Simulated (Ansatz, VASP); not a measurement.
# LiCl in VASP and in Ansatz

```
Li Cl
1.0
     0.00000    2.55603    2.55603
     2.55603    0.00000    2.55603
     2.55603    2.55603    0.00000
Li Cl
1 1
Cartesian
  0.0000 0.0000 0.0000
  2.5560 2.5560 2.5560
```

Alike in both runs: task single point; functional PBE; k mesh 6 × 6 × 6; no spin polarisation.

|  | VASP | Ansatz |
| --- | --- | --- |
| version | VASP 6.6.1 | Ansatz 0.2.0 |
| potentials or method | VASP PAW PBE potentials, release 64 (Li_sv, Cl) | plane waves, PAW |
| plane-wave cutoff (eV) | 520 | 420 |
| occupations | gaussian, width 0.01 eV | fixed |
| valence electrons in the cell | 10 | 10 |

VASP gave:

| Quantity | Value |
| --- | --- |
| gap on the k mesh at the Fermi level (eV) | 6.40 |

Estimate Ansatz's values.

gap on the k mesh at the Fermi level (eV): 6.39.

 A hybrid or GW would open this gap; PBE tends to underestimate it. A k mesh can miss the band edges.
